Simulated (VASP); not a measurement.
# CaS (Fm-3m) in VASP: further runs

Aim: see how the results for CaS move with the level of theory and the settings. Levels: HSE06, PBE. Tasks: electrostatic potential.

Program: VASP 6.6.1. These are calculated values, not measurements. Logs are shortened: lines on timing, memory, paths and dates and some standing lists are left out, and cuts for length are marked.

### Step 1. Starting point

Symmetry: Fm-3m, No. 225, cubic system. The conventional cell has a = 5.663 Å, b = 5.663 Å, c = 5.663 Å, α = 90.00°, β = 90.00°, γ = 90.00°. Ca (site symmetry m-3m) has 6 S at 2.83 Å as nearest neighbours. S (site symmetry m-3m) has 6 Ca at 2.83 Å as nearest neighbours.

The cell was built by a generator and needn't be a form met in nature.

### Step 2. Electrostatic potential, HSE06

Input file POSCAR:

```
CaS                                     
1.0
    0.0000000000      2.8312509493      2.8312509493
    2.8312509493      0.0000000000      2.8312509493
    2.8312509493      2.8312509493      0.0000000000
  Ca              S             
     1     1
Direct
     0.0000000000000000    0.0000000000000000    0.0000000000000000
     0.5000000000000000    0.5000000000000000    0.5000000000000000
```

Input file INCAR.step1:

```
ALGO     = Normal         # electronic algorithm
EDIFF    = 1E-5           # SCF threshold, eV
ENCUT    = 520            # plane-wave cutoff, eV
GGA      = PE             # functional
ISIF     = 2              # what is computed and relaxed
ISMEAR   = 0              # smearing method
KPAR     = 4            
LASPH    = True           # aspherical terms in the spheres
LREAL    = False          # projectors in reciprocal space
LWAVE    = True           # write WAVECAR
NELM     = 80             # most SCF steps
PREC     = Accurate       # precision mode
SIGMA    = 0.02           # smearing width, eV
```

Input file INCAR.step2:

```
ALGO     = Normal         # electronic algorithm
EDIFF    = 1E-7           # SCF threshold, eV
ENCUT    = 520            # plane-wave cutoff, eV
GGA      = PE             # functional
HFSCREEN = 0.2            # screening, 1/A
ISIF     = 2              # what is computed and relaxed
ISMEAR   = 0              # smearing method
ISTART   = 1            
KPAR     = 4            
LASPH    = True           # aspherical terms in the spheres
LCHARG   = True           # write CHGCAR
LHFCALC  = True           # exact exchange
LREAL    = False          # projectors in reciprocal space
LVHAR    = True         
LWAVE    = False          # write WAVECAR
NELM     = 80             # most SCF steps
PREC     = Accurate       # precision mode
PRECFOCK = Fast         
SIGMA    = 0.02           # smearing width, eV
```

Input file KPOINTS:

```
k-points
0
Gamma
  6 6 6
```

Potentials or basis: VASP PAW PBE potentials, release 64 (Ca_sv, S).

Command:

```
> cat potpaw_PBE.64/Ca_sv/POTCAR potpaw_PBE.64/S/POTCAR > POTCAR
> cp INCAR.step1 INCAR
> mpirun -np 4 vasp_std > vasp.out
> cp INCAR.step2 INCAR
> mpirun -np 4 vasp_std > vasp.out
```

OUTCAR:

```text
EDIFF = 1E-7
   ENCUT = 520
   GGA = PE
   HFSCREEN = 0.2
   ISIF = 2
   ISMEAR = 0
   ISTART = 1
   LASPH = True
   LHFCALC = True
   LREAL = False
   NELM = 80
   PREC = Accurate
   PRECFOCK = Fast

 ion  position               nearest neighbor table
   1  0.000  0.000  0.000-   2 2.83   2 2.83   2 2.83   2 2.83   2 2.83   2 2.83
   2  0.500  0.500  0.500-   1 2.83   1 2.83   1 2.83   1 2.83   1 2.83   1 2.83

  LATTYP: Found a face centered cubic cell.
 ALAT       =     5.6625018986

  Lattice vectors:

 A1 = (   0.0000000000,   2.8312509493,   2.8312509493)
 A2 = (   2.8312509493,   0.0000000000,   2.8312509493)
 A3 = (   2.8312509493,   2.8312509493,   0.0000000000)

Analysis of symmetry for initial positions (statically):
=====================================================================
 Subroutine PRICEL returns:
 Original cell was already a primitive cell.

 Routine SETGRP: Setting up the symmetry group for a
 face centered cubic supercell.

 Subroutine GETGRP returns: Found 48 space group operations
 (whereof 48 operations were pure point group operations)
 out of a pool of 48 trial point group operations.

The static configuration has the point symmetry O_h .

Analysis of symmetry for dynamics (positions and initial velocities):
=====================================================================
 Subroutine PRICEL returns:
 Original cell was already a primitive cell.

 Routine SETGRP: Setting up the symmetry group for a
 face centered cubic supercell.

 Subroutine GETGRP returns: Found 48 space group operations
 (whereof 48 operations were pure point group operations)
 out of a pool of 48 trial point group operations.

The dynamic configuration has the point symmetry O_h .

 Subroutine INISYM returns: Found 48 space group operations
 (whereof 48 operations are pure point group operations),
 and found     1 'primitive' translations

----------------------------------------------------------------------------------------

                                     Primitive cell

  volume of cell :      45.3905

  direct lattice vectors                    reciprocal lattice vectors
     0.000000000  2.831250949  2.831250949    -0.176600382  0.176600382  0.176600382
     2.831250949  0.000000000  2.831250949     0.176600382 -0.176600382  0.176600382
     2.831250949  2.831250949  0.000000000     0.176600382  0.176600382 -0.176600382

  length of vectors
     4.003993491  4.003993491  4.003993491     0.305880835  0.305880835  0.305880835

  position of ions in fractional coordinates (direct lattice)
     0.000000000  0.000000000  0.000000000
     0.500000000  0.500000000  0.500000000

  ion indices of the primitive-cell ions
   primitive index   ion index
                 1           1
                 2           2

----------------------------------------------------------------------------------------

 KPOINTS: k-points

Automatic generation of k-mesh.
 Grid dimensions read from file:
 generate k-points for:    6    6    6

 Generating k-lattice:

  Cartesian coordinates                     Fractional coordinates (reciprocal lattice)
    -0.029433397  0.029433397  0.029433397     0.166666667  0.000000000  0.000000000
     0.029433397 -0.029433397  0.029433397     0.000000000  0.166666667  0.000000000
     0.029433397  0.029433397 -0.029433397     0.000000000  0.000000000  0.166666667

  Length of vectors
     0.050980139  0.050980139  0.050980139

  Shift w.r.t. Gamma in fractional coordinates (k-lattice)
     0.000000000  0.000000000  0.000000000

 Subroutine IBZKPT returns following result:
 ===========================================

 Found     16 irreducible k-points:

 Following reciprocal coordinates:
            Coordinates               Weight
  0.000000  0.000000  0.000000      1.000000
  0.166667  0.000000  0.000000      8.000000
  0.333333  0.000000  0.000000      8.000000
  0.500000  0.000000  0.000000      4.000000
  0.166667  0.166667  0.000000      6.000000
  0.333333  0.166667  0.000000     24.000000
[... 8 lines left out ...]
 -0.333333  0.333333  0.166667     24.000000
 -0.333333  0.500000  0.166667     12.000000
   k-points           NKPTS =     16   k-points in BZ     NKDIM =    216   number of bands    NBANDS=     12
   number of dos      NEDOS =    301   number of ions     NIONS =      2
   total plane-waves  NPLWV =  27000
   dimension x,y,z NGX =    30 NGY =   30 NGZ =   30
   dimension x,y,z NGXF=    60 NGYF=   60 NGZF=   60
   ions per type =               1   1
   NGX,Y,Z   is equivalent  to a cutoff of  12.46, 12.46, 12.46 a.u.
   NGXF,Y,Z  is equivalent  to a cutoff of  24.91, 24.91, 24.91 a.u.
 SYSTEM =  unknown system
   PREC   = accura    normal or accurate (medium, high low for compatibility)
   ISTART =      1    job   : 0-new  1-cont  2-samecut
   ICHARG =      0    charge: 1-file 2-atom 10-const
   ISPIN  =      1    spin polarized calculation?
   LNONCOLLINEAR =      F non collinear calculations
   LSORBIT =      F    spin-orbit coupling
   LASPH  =      T    aspherical Exc in radial PAW
   ENCUT  =  520.0 eV  38.22 Ry    6.18 a.u.   7.44  7.44  7.44*2*pi/ulx,y,z
   NELM   =     80;   NELMIN=  2; NELMDL=  0     # of ELM steps
   EDIFF  = 0.1E-06   stopping-criterion for ELM
   LREAL  =      F    real-space projection
   EDIFFG = 0.1E-05   stopping-criterion for IOM
   NSW    =      0    number of steps for IOM
   IBRION =     -1    ionic relax: 0-MD 1-quasi-New 2-CG
   NFREE  =      0    steps in history (QN), initial steepest desc. (CG)
   ISIF   =      2    stress and relaxation
   ISYM   =      3    0-nonsym 1-usesym 2-fastsym
   POTIM  = 0.5000    time-step for ionic-motion
   TEBEG  =    0.0;   TEEND  =   0.0 temperature during run
   PSTRESS=    0.0 pullay stress
   NELECT =      16.0000    total number of electrons
   NUPDOWN=      -1.0000    fix difference up-down
   EMIN   =  10.00;   EMAX   =-10.00  energy-range for DOS
   EFERMI =   0.00;   METHOD = LEGACY
   ISMEAR =     0;   SIGMA  =   0.02  broadening in eV -4-tet -1-fermi 0-gaus
   EFERMI_NEDOS =   21; number of points for ismear=-14 and -15
   IALGO  =     38    algorithm
   IMIX   =      1    mixing-type and parameters
     AMIX     =   0.40;   BMIX     =  1.00
     AMIX_MAG =   1.60;   BMIX_MAG =  1.00
  volume/ion in A,a.u.               =      22.70       153.16
  Fermi-wavevector in a.u.,A,eV,Ry     =   1.156449  2.185372 18.196080  1.337374
  Thomas-Fermi vector in A             =   2.293069
   LORBIT       =      0    0 simple, 1 ext, 2 COOP (PROOUT), +10 PAW based schemes
   GGA     = PE    functional components
   LHFCALC =     T    Hartree Fock is set to
   PRECFOCK=fast      Normal, Fast or Accurate (Low or Medium for compatibility)
   ENCUT4O =  -1.0   cutoff for four orbital integrals eV
   NKREDX  =     1    reduce k-point grid by
   NKREDY  =     1    reduce k-point grid by
   NKREDZ  =     1    reduce k-point grid by
   AEXX    =    0.2500 exact exchange contribution
   HFSCREEN=    0.2000 screening length (either q_TF or 0.3 A-1)
   HFSCREENC=   0.2000 screening length for correlation (either q_TF or 0.3 A-1)
   ENCUTFOCK=  -1.0 apply spherical cutoff to Coloumb kernel
   IVDW    =     0    specifies the selected vdW correction
   LEPSILON=     F    determine dielectric tensor
   LRPA    =     F    only Hartree local field effects (RPA)
 non-spin polarized calculation
 Gauss-broadening in eV      SIGMA  =   0.02
  energy-cutoff  :      520.00
  volume of cell :       45.39
 maximum number of plane-waves:      1243
 NGX is ok and might be reduce to    30
  NGX = 18; NGY = 18; NGZ = 18

 number of electron      16.0000002 magnetization

 Free energy of the ion-electron system (eV)
  ---------------------------------------------------
  ext. energy  EPLUGINS =         0.00000000
  ---------------------------------------------------
  free energy    TOTEN  =       -11.67561894 eV

  energy without entropy =      -11.67561894  energy(sigma->0) =      -11.67561894

 E-fermi :   2.3043     XC(G=0):  -7.7959

 val. band max:        2.2098922266   @ k =   0.0000   0.0000   0.0000
 cond. band min:       5.5888130317   @ k =   0.5000   0.5000   0.0000
 fundamental gap:      3.3789208051
 Fermi energy:         2.3043259484

 k-point     1 :       0.0000    0.0000    0.0000
  band No.  band energies     occupation
      1     -39.9113      2.00000
      2     -19.4202      2.00000
      3     -19.4202      2.00000
      4     -19.4202      2.00000
      5     -10.3669      2.00000
      6       2.2099      2.00000
      7       2.2099      2.00000
      8       2.2099      2.00000
      9       7.5204      0.00000
     10       7.7052      0.00000
     11       7.7052      0.00000
     12       7.7052      0.00000

 k-point     2 :       0.1667    0.0000    0.0000
  band No.  band energies     occupation
      1     -39.9080      2.00000
      2     -19.4721      2.00000
      3     -19.4231      2.00000
      4     -19.4231      2.00000
      5     -10.1488      2.00000
      6       1.0834      2.00000
      7       1.8219      2.00000
      8       1.8219      2.00000
      9       7.6328      0.00000
     10       8.1534      0.00000
     11       8.1534      0.00000
     12       8.8610      0.00000

 k-point     3 :       0.3333    0.0000    0.0000
  band No.  band energies     occupation
      1     -39.9014      2.00000
      2     -19.5725      2.00000
      3     -19.4291      2.00000
      4     -19.4291      2.00000
      5      -9.6743      2.00000
      6      -0.5515      2.00000
      7       1.2068      2.00000
      8       1.2068      2.00000
      9       7.9192      0.00000
     10       9.2513      0.00000
     11       9.2513      0.00000
     12      10.3791      0.00000
[... 166 lines left out ...]
 k-point    15 :      -0.3333    0.3333    0.1667
  band No.  band energies     occupation
      1     -39.8947      2.00000
      2     -19.5592      2.00000
      3     -19.4987      2.00000
      4     -19.4614      2.00000
      5      -9.4758      2.00000
      6      -0.3876      2.00000
      7       0.3702      2.00000
      8       0.8336      2.00000
      9       8.4558      0.00000
     10       8.6195      0.00000
     11      10.2536      0.00000
     12      10.6487      0.00000

 k-point    16 :      -0.3333    0.5000    0.1667
  band No.  band energies     occupation
      1     -39.8936      2.00000
      2     -19.5427      2.00000
      3     -19.4989      2.00000
      4     -19.4860      2.00000
      5      -9.5332      2.00000
      6      -0.1180      2.00000
      7       0.6398      2.00000
      8       0.6735      2.00000
      9       7.0540      0.00000
     10       9.5809      0.00000
     11       9.7235      0.00000
     12      10.4711      0.00000

------------------------ aborting loop because EDIFF is reached ----------------------------------------

  FORCE on cell =-STRESS in cart. coord.  units (eV):
  Direction    XX          YY          ZZ          XY          YZ          ZX
  --------------------------------------------------------------------------------------
  -------------------------------------------------------------------------------------
  Total        0.3848426      0.3848426      0.3848426     -0.0000000      0.0000000     -0.0000000
  in kB       13.5840310     13.5840310     13.5840310     -0.0000000      0.0000000     -0.0000000
  external PRESSURE =      13.5840310 kB  Pullay stress =       0.0000000 kB

 VOLUME and BASIS-vectors are now :
 -----------------------------------------------------------------------------
  energy-cutoff  :      520.00
  volume of cell :       45.39
      direct lattice vectors                 reciprocal lattice vectors
     0.000000000  2.831250949  2.831250949    -0.176600382  0.176600382  0.176600382
     2.831250949  0.000000000  2.831250949     0.176600382 -0.176600382  0.176600382
     2.831250949  2.831250949  0.000000000     0.176600382  0.176600382 -0.176600382

 POSITION                                       TOTAL-FORCE (eV/Angst)
 -----------------------------------------------------------------------------------
      0.00000      0.00000      0.00000         0.000000     -0.000000     -0.000000
      2.83125      2.83125      2.83125         0.000000      0.000000      0.000000
 -----------------------------------------------------------------------------------
    total drift:                                0.000000      0.000000      0.000000

  FREE ENERGIE OF THE ION-ELECTRON SYSTEM (eV)
  ---------------------------------------------------
  free  energy   TOTEN  =       -11.6756189372 eV

  energy  without entropy=      -11.6756189372  energy(sigma->0) =      -11.67561894
```

Wall time 2.9 min (4 MPI ranks of Intel Xeon Platinum 8488C (Sapphire Rapids), shared host); peak memory 0.27 GiB.

What came out:

- Free energy: -11.6756 eV
- Pressure: 1.4 GPa
- Band gap on the k mesh: 3.38 eV, indirect (least direct gap 4.30 eV)

Caveat: the PAW data sets were made with another functional, which shifts forces and pressure a little.

### Step 3. Electrostatic potential, PBE, non-collinear spin, zero start, spin-orbit coupling

Input file INCAR:

```
ALGO     = Normal         # electronic algorithm
EDIFF    = 1E-7           # SCF threshold, eV
ENCUT    = 520            # plane-wave cutoff, eV
GGA      = PE             # functional
GGA_COMPAT= False        
ISIF     = 2              # what is computed and relaxed
ISMEAR   = 0              # smearing method
KPAR     = 4            
LASPH    = True           # aspherical terms in the spheres
LCHARG   = True           # write CHGCAR
LORBIT   = 11             # projections on sites
LREAL    = False          # projectors in reciprocal space
LSORBIT  = True           # spin-orbit coupling
LVHAR    = True         
LWAVE    = False          # write WAVECAR
MAGMOM   = 0 0 0 0 0 0    # initial moments
NELM     = 80             # most SCF steps
PREC     = Accurate       # precision mode
SIGMA    = 0.02           # smearing width, eV
```

Input file KPOINTS:

```
k-points
0
Gamma
  8 8 8
```

POSCAR is that of step 2.

Potentials or basis: VASP PAW PBE potentials, release 64 (Ca_sv, S).

Command:

```
> cat potpaw_PBE.64/Ca_sv/POTCAR potpaw_PBE.64/S/POTCAR > POTCAR
> mpirun -np 4 vasp_ncl > vasp.out
```

It took 24 s on 4 MPI ranks of Intel Xeon Platinum 8488C (Sapphire Rapids), shared host; peak memory 0.3 GiB.

It converged, with:

```
Free energy                                           : -10.3616 eV
Pressure                                              : 1.7 GPa
Net moment                                            : 0.00 μB per cell
Valence electrons inside the program's atomic spheres : Ca 8.14; S 3.80
```

Moments on the atoms (μB; x, y, z):
```
Ca  0.00 0.00 0.00
S   0.00 0.00 0.00
```

### Step 4. Electrostatic potential, PBE

INCAR: that of step 3 with these lines changed.

```diff
@@ -4,3 +4,2 @@
 GGA      = PE             # functional
-GGA_COMPAT= False        
 ISIF     = 2              # what is computed and relaxed
@@ -10,8 +9,5 @@
 LCHARG   = True           # write CHGCAR
-LORBIT   = 11             # projections on sites
 LREAL    = False          # projectors in reciprocal space
-LSORBIT  = True           # spin-orbit coupling
 LVHAR    = True         
 LWAVE    = False          # write WAVECAR
-MAGMOM   = 0 0 0 0 0 0    # initial moments
 NELM     = 80             # most SCF steps
```

KPOINTS is that of step 3.

POSCAR is that of step 3.

Command:

```
> cat potpaw_PBE.64/Ca_sv/POTCAR potpaw_PBE.64/S/POTCAR > POTCAR
> mpirun -np 4 vasp_std > vasp.out
```

Run time: 5.1 s. Hardware: 4 MPI ranks of Intel Xeon Platinum 8488C (Sapphire Rapids), shared host; peak memory 0.16 GiB.

The run converged. Its results:

| Property | Result |
| --- | --- |
| Free energy | -10.3579 eV |
| Pressure | 1.7 GPa |
| Band gap on the k mesh | 2.32 eV, indirect (least direct gap 3.14 eV) |

Levels at points of the mesh, in eV from the valence-band top:
```tsv
k point	band 5	band 6	band 7	band 8	band 9	band 10	band 11	band 12
(0.00, 0.00, 0.00)	-11.38	0.00	0.00	0.00	4.16	4.16	4.16	4.26
(0.50, 0.00, 0.00)	-10.53	-3.15	-1.19	-1.19	5.25	6.12	6.25	6.25
(0.50, 0.50, 0.00)	-10.74	-2.31	-0.82	-0.82	2.32	5.64	6.11	6.86
```

A k mesh can miss the band edges. PBE gaps usually lie below the measured ones, often by a third to a half.

### Step 5. Summary

| level | spin | k mesh | grid for exact exchange (PRECFOCK) | screening parameter | gap on the mesh (eV) | pressure (GPa) |
| --- | --- | --- | --- | --- | --- | --- |
| HSE06 | off | 6 × 6 × 6 | Fast | 0.2 1/A | 3.38 | 1.4 |
| PBE | non-collinear, zero start, SOC | 8 × 8 × 8 | - | - | - | 1.7 |
| PBE | off | 8 × 8 × 8 | - | - | 2.32 | 1.7 |

Alike in all rows: task electrostatic potential; potentials or basis VASP PAW PBE potentials, release 64 (Ca_sv, S); cell as given; cutoff (eV) 520; smearing gaussian 0.02 eV.

The pressure there spans 1.4 GPa (HSE06) to 1.7 GPa (PBE); a positive pressure means that this level wants a larger cell, a negative one a smaller.

Caveats: the PAW data sets were made with another functional, which shifts forces and pressure a little (some runs).

Absolute energies hang on the potentials; compare differences alone.
